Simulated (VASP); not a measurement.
# TiSi2 (Fddd) in VASP: a series of runs

The runs below take TiSi2 through single point, with PBEsol, r2SCAN.

All numbers are computed with VASP 6.6.1; they aren't measurements. Logs are shortened: lines on timing, memory, paths and dates and some standing lists are left out, and cuts for length are marked.

## (1) The structure

It takes space group Fddd (No. 70, orthorhombic). The conventional cell has a = 4.763 Å, b = 8.184 Å, c = 8.499 Å, α = 90.00°, β = 90.00°, γ = 90.00°. Ti (site symmetry 222) is surrounded by 10 Si at 2.54 to 2.75 Å. Around Si (site symmetry 2) lie 5 Si at 2.52 to 2.77 Å and 5 Ti at 2.54 to 2.75 Å.

The cell is a database's computed one.

## (2) Single point, PBEsol

Contents of INCAR:

```
SYSTEM = TiSi2
PREC = Accurate
ENCUT = 700
EDIFF = 1E-6
ISMEAR = 0
SIGMA = 0.1
LREAL = .False.
LASPH = .True.
NELM = 80
ALGO = Normal
ISIF = 2
LWAVE = .False.
LCHARG = .False.
GGA = PS
```

Contents of KPOINTS:

```
Automatic mesh
0
Gamma
  10 10 10
  0 0 0
```

Contents of POSCAR:

```
TiSi2
1.0
    0.0000000000      4.0920000000      4.2496400000
    2.3815600000      0.0000000000      4.2496400000
    2.3815600000      4.0920000000      0.0000000000
Ti Si
2 4
Direct
    0.5000000000      0.5000000000      0.5000000000
    0.7500000000      0.7500000000      0.7500000000
    0.8361600000      0.1638400000      0.8361600000
    0.1638400000      0.8361600000      0.1638400000
    0.0861600000      0.4138400000      0.0861600000
    0.4138400000      0.0861600000      0.4138400000
```

Potentials or basis: VASP PAW PBE potentials, release 64 (Ti_sv, Si).

Started as:

```bash
$ cat potpaw_PBE.64/Ti_sv/POTCAR potpaw_PBE.64/Si/POTCAR > POTCAR
$ mpirun -np 1 vasp_std > vasp.out
```

OUTCAR:

```text
SYSTEM = TiSi2
   PREC = Accurate
   ENCUT = 700
   EDIFF = 1E-6
   ISMEAR = 0
   LREAL = .False.
   LASPH = .True.
   NELM = 80
   ISIF = 2
   GGA = PS

 ion  position               nearest neighbor table
   1  0.500  0.500  0.500-   5 2.54   6 2.54   5 2.54   6 2.54   4 2.73   4 2.73   3 2.73   3 2.73
                             4 2.75   3 2.75
   2  0.750  0.750  0.750-   3 2.54   4 2.54   3 2.54   4 2.54   5 2.73   6 2.73   5 2.73   6 2.73
                             6 2.75   5 2.75
   3  0.836  0.164  0.836-   6 2.52   6 2.52   2 2.54   2 2.54   4 2.68   1 2.73   1 2.73   1 2.75
                             4 2.77   4 2.77
   4  0.164  0.836  0.164-   5 2.52   5 2.52   2 2.54   2 2.54   3 2.68   1 2.73   1 2.73   1 2.75
                             3 2.77   3 2.77
   5  0.086  0.414  0.086-   4 2.52   4 2.52   1 2.54   1 2.54   6 2.68   2 2.73   2 2.73   2 2.75
                             6 2.77   6 2.77
   6  0.414  0.086  0.414-   3 2.52   3 2.52   1 2.54   1 2.54   5 2.68   2 2.73   2 2.73   2 2.75
                             5 2.77   5 2.77

  LATTYP: Found a face centered orthorhombic cell.
 ALAT       =     4.7631200000
 B/A-ratio  =     1.7182015150
 C/A-ratio  =     1.7843934228

  Lattice vectors:

 A1 = (   0.0000000000,   4.0920000000,   4.2496400000)
 A2 = (   2.3815600000,   0.0000000000,   4.2496400000)
 A3 = (   2.3815600000,   4.0920000000,   0.0000000000)

Analysis of symmetry for initial positions (statically):
=====================================================================
 Subroutine PRICEL returns:
 Original cell was already a primitive cell.

 Routine SETGRP: Setting up the symmetry group for a
 face centered orthorhombic supercell.

 Subroutine GETGRP returns: Found  8 space group operations
 (whereof  4 operations were pure point group operations)
 out of a pool of  8 trial point group operations.

The static configuration has the point symmetry D_2 .
 The point group associated with its full space group is D_2h.

Analysis of symmetry for dynamics (positions and initial velocities):
=====================================================================
 Subroutine PRICEL returns:
 Original cell was already a primitive cell.

 Routine SETGRP: Setting up the symmetry group for a
 face centered orthorhombic supercell.

 Subroutine GETGRP returns: Found  8 space group operations
 (whereof  4 operations were pure point group operations)
 out of a pool of  8 trial point group operations.

The dynamic configuration has the point symmetry D_2 .
 The point group associated with its full space group is D_2h.

 Subroutine INISYM returns: Found  8 space group operations
 (whereof  4 operations are pure point group operations),
 and found     1 'primitive' translations

----------------------------------------------------------------------------------------

                                     Primitive cell

  volume of cell :      82.8284

  direct lattice vectors                    reciprocal lattice vectors
     0.000000000  4.092000000  4.249640000    -0.209946422  0.122189638  0.117657025
     2.381560000  0.000000000  4.249640000     0.209946422 -0.122189638  0.117657025
     2.381560000  4.092000000  0.000000000     0.209946422  0.122189638 -0.117657025

  length of vectors
     5.899483378  4.871474947  4.734584674     0.269909213  0.269909213  0.269909213

  position of ions in fractional coordinates (direct lattice)
     0.500000000  0.500000000  0.500000000
     0.750000000  0.750000000  0.750000000
     0.836160000  0.163840000  0.836160000
     0.163840000  0.836160000  0.163840000
     0.086160000  0.413840000  0.086160000
     0.413840000  0.086160000  0.413840000

  ion indices of the primitive-cell ions
   primitive index   ion index
                 1           1
                 2           2
                 3           3
                 4           4
                 5           5
                 6           6

----------------------------------------------------------------------------------------

 KPOINTS: Automatic mesh

Automatic generation of k-mesh.
 Grid dimensions read from file:
 generate k-points for:   10   10   10

 Generating k-lattice:

  Cartesian coordinates                     Fractional coordinates (reciprocal lattice)
    -0.020994642  0.012218964  0.011765703     0.100000000  0.000000000  0.000000000
     0.020994642 -0.012218964  0.011765703     0.000000000  0.100000000 -0.000000000
     0.020994642  0.012218964 -0.011765703     0.000000000 -0.000000000  0.100000000

  Length of vectors
     0.026990921  0.026990921  0.026990921

  Shift w.r.t. Gamma in fractional coordinates (k-lattice)
     0.000000000  0.000000000  0.000000000

 Subroutine IBZKPT returns following result:
 ===========================================

 Found    171 irreducible k-points:

 Following reciprocal coordinates:
            Coordinates               Weight
  0.000000  0.000000  0.000000      1.000000
  0.100000 -0.000000 -0.000000      8.000000
  0.200000 -0.000000 -0.000000      8.000000
  0.300000  0.000000  0.000000      8.000000
  0.400000 -0.000000 -0.000000      8.000000
  0.500000  0.000000  0.000000      4.000000
[... 16 lines left out ...]
  0.300000  0.300000  0.000000      2.000000
  0.400000  0.300000 -0.000000      8.000000
 [... further k-points ...]
   k-points           NKPTS =    171   k-points in BZ     NKDIM =    171   number of bands    NBANDS=     24
   number of dos      NEDOS =    301   number of ions     NIONS =      6
   total plane-waves  NPLWV =  95256
   dimension x,y,z NGX =    54 NGY =   42 NGZ =   42
   dimension x,y,z NGXF=   108 NGYF=   84 NGZF=   84
   ions per type =               2   4
   NGX,Y,Z   is equivalent  to a cutoff of  15.22, 14.33, 14.75 a.u.
   NGXF,Y,Z  is equivalent  to a cutoff of  30.43, 28.67, 29.50 a.u.
 SYSTEM =  TiSi2
   PREC   = accura    normal or accurate (medium, high low for compatibility)
   ISTART =      0    job   : 0-new  1-cont  2-samecut
   ICHARG =      2    charge: 1-file 2-atom 10-const
   ISPIN  =      1    spin polarized calculation?
   LNONCOLLINEAR =      F non collinear calculations
   LSORBIT =      F    spin-orbit coupling
   LASPH  =      T    aspherical Exc in radial PAW
   ENCUT  =  700.0 eV  51.45 Ry    7.17 a.u.  12.73 10.51 10.21*2*pi/ulx,y,z
   NELM   =     80;   NELMIN=  2; NELMDL= -5     # of ELM steps
   EDIFF  = 0.1E-05   stopping-criterion for ELM
   LREAL  =      F    real-space projection
   EDIFFG = 0.1E-04   stopping-criterion for IOM
   NSW    =      0    number of steps for IOM
   IBRION =     -1    ionic relax: 0-MD 1-quasi-New 2-CG
   NFREE  =      0    steps in history (QN), initial steepest desc. (CG)
   ISIF   =      2    stress and relaxation
   ISYM   =      2    0-nonsym 1-usesym 2-fastsym
   POTIM  = 0.5000    time-step for ionic-motion
   TEBEG  =    0.0;   TEEND  =   0.0 temperature during run
   PSTRESS=    0.0 pullay stress
   NELECT =      40.0000    total number of electrons
   NUPDOWN=      -1.0000    fix difference up-down
   EMIN   =  10.00;   EMAX   =-10.00  energy-range for DOS
   EFERMI =   0.00;   METHOD = LEGACY
   ISMEAR =     0;   SIGMA  =   0.10  broadening in eV -4-tet -1-fermi 0-gaus
   EFERMI_NEDOS =   21; number of points for ismear=-14 and -15
   IALGO  =     38    algorithm
   IMIX   =      4    mixing-type and parameters
     AMIX     =   0.40;   BMIX     =  1.00
     AMIX_MAG =   1.60;   BMIX_MAG =  1.00
  volume/ion in A,a.u.               =      13.80        93.16
  Fermi-wavevector in a.u.,A,eV,Ry     =   1.284404  2.427172 22.445453  1.649694
  Thomas-Fermi vector in A             =   2.416600
   LORBIT       =      0    0 simple, 1 ext, 2 COOP (PROOUT), +10 PAW based schemes
   GGA     = PS    functional components
   LHFCALC =     F    Hartree Fock is set to
   AEXX    =    0.0000 exact exchange contribution
   IVDW    =     0    specifies the selected vdW correction
   LEPSILON=     F    determine dielectric tensor
   LRPA    =     F    only Hartree local field effects (RPA)
 non-spin polarized calculation
 Gauss-broadening in eV      SIGMA  =   0.10
  energy-cutoff  :      700.00
  volume of cell :       82.83
 maximum number of plane-waves:      3518
 NGX is ok and might be reduce to    54
   NGX = 25   NGY = 21   NGZ = 21

 number of electron      40.0000001 magnetization

 Free energy of the ion-electron system (eV)
  ---------------------------------------------------
  ext. energy  EPLUGINS =         0.00000000
  ---------------------------------------------------
  free energy    TOTEN  =       -43.68715295 eV

  energy without entropy =      -43.67637954  energy(sigma->0) =      -43.68176625

 E-fermi :  10.2538     XC(G=0): -11.8798

 val. band max:       10.2500269578   @ k =  -0.4000   0.4000   0.2000
 cond. band min:      10.2568517954   @ k =   0.0000   0.2000   0.2000
 fundamental gap:      0.0068248376
 Fermi energy:        10.2537937185

 k-point     1 :       0.0000    0.0000    0.0000
  band No.  band energies     occupation
      1     -45.7145      2.00000
      2     -45.6833      2.00000
      3     -22.2150      2.00000
      4     -22.1953      2.00000
      5     -22.1163      2.00000
      6     -22.1004      2.00000
[... 16 lines left out ...]
     23      13.4374      0.00000
     24      13.7035      0.00000

 k-point     2 :       0.1000   -0.0000   -0.0000
  band No.  band energies     occupation
      1     -45.7139      2.00000
      2     -45.6839      2.00000
      3     -22.2145      2.00000
      4     -22.1950      2.00000
      5     -22.1190      2.00000
      6     -22.1004      2.00000
[... 16 lines left out ...]
     23      13.3909      0.00000
     24      13.4594      0.00000

 k-point     3 :       0.2000   -0.0000   -0.0000
  band No.  band energies     occupation
      1     -45.7122      2.00000
      2     -45.6855      2.00000
      3     -22.2142      2.00000
      4     -22.1931      2.00000
      5     -22.1270      2.00000
      6     -22.1001      2.00000
[... 16 lines left out ...]
     23      13.0913      0.00000
     24      13.1746      0.00000
[... 514 lines left out ...]
 k-point    23 :       0.3000    0.3000    0.0000
  band No.  band energies     occupation
      1     -45.7080      2.00000
      2     -45.6897      2.00000
      3     -22.1903      2.00000
      4     -22.1868      2.00000
      5     -22.1447      2.00000
      6     -22.1106      2.00000
[... 16 lines left out ...]
     23      13.4657      0.00000
     24      13.5026      0.00000

 k-point    24 :       0.4000    0.3000   -0.0000
  band No.  band energies     occupation
      1     -45.7057      2.00000
      2     -45.6919      2.00000
      3     -22.1923      2.00000
      4     -22.1741      2.00000
      5     -22.1546      2.00000
      6     -22.1175      2.00000
[... 16 lines left out ...]
     23      12.9369      0.00000
     24      13.3189      0.00000

 [... further k-points ...]
[... 5 lines left out ...]
  --------------------------------------------------------------------------------------
  -------------------------------------------------------------------------------------
  Total        0.0073505      0.0116719      0.0035574      0.0000000      0.0000000      0.0000000
  in kB        0.1421831      0.2257742      0.0688120      0.0000000      0.0000000      0.0000000
  external PRESSURE =       0.1455898 kB  Pullay stress =       0.0000000 kB

 VOLUME and BASIS-vectors are now :
 -----------------------------------------------------------------------------
  energy-cutoff  :      700.00
  volume of cell :       82.83
      direct lattice vectors                 reciprocal lattice vectors
     0.000000000  4.092000000  4.249640000    -0.209946422  0.122189638  0.117657025
     2.381560000  0.000000000  4.249640000     0.209946422 -0.122189638  0.117657025
     2.381560000  4.092000000  0.000000000     0.209946422  0.122189638 -0.117657025

 POSITION                                       TOTAL-FORCE (eV/Angst)
 -----------------------------------------------------------------------------------
      2.38156      4.09200      4.24964         0.000000     -0.000000     -0.000000
      3.57234      6.13800      6.37446        -0.000000     -0.000000      0.000000
      2.38156      6.84313      4.24964        -0.000000      0.000192      0.000000
      2.38156      1.34087      4.24964        -0.000000     -0.000192      0.000000
      1.19078      0.70513      2.12482        -0.000000      0.000192      0.000000
      1.19078      3.38687      2.12482        -0.000000     -0.000192      0.000000
 -----------------------------------------------------------------------------------
    total drift:                                0.000000      0.000000      0.000000

  FREE ENERGIE OF THE ION-ELECTRON SYSTEM (eV)
  ---------------------------------------------------
  free  energy   TOTEN  =       -43.6871529547 eV

  energy  without entropy=      -43.6763795443  energy(sigma->0) =      -43.68176625
```

Wall time 5.3 min (1 thread of Intel Xeon 6975P-C (Granite Rapids), shared host); peak memory 0.62 GiB.

Results:

| Quantity | Value |
| --- | --- |
| Free energy | -43.6872 eV |
| Pressure | 0.0 GPa |
| Band gap on the k mesh | none (metal or under the smearing width) |

Levels at points of the mesh, in eV from the Fermi level:
```tsv
k point	band 16	band 17	band 18	band 19	band 20	band 21	band 22	band 23	band 24
(0.00, 0.00, 0.00)	-2.54	-2.29	-2.01	-1.76	-1.38	-0.94	2.09	3.18	3.45
(0.50, 0.00, 0.00)	-2.47	-1.96	-1.08	-0.03	0.15	1.04	1.40	1.74	2.29
(0.50, 0.50, 0.00)	-2.98	-1.56	-1.56	-1.00	-1.00	0.77	0.77	3.30	3.30
(0.50, 0.00, 0.50)	-2.39	-2.37	-2.37	-0.86	-0.86	1.31	1.31	3.36	3.36
(0.00, 0.50, 0.50)	-1.25	-1.17	-1.17	-0.64	-0.64	0.87	0.87	2.34	2.34
```

Caveat: the PAW data sets were made with another functional, which shifts forces and pressure a little.

[end of part 1 of 3]
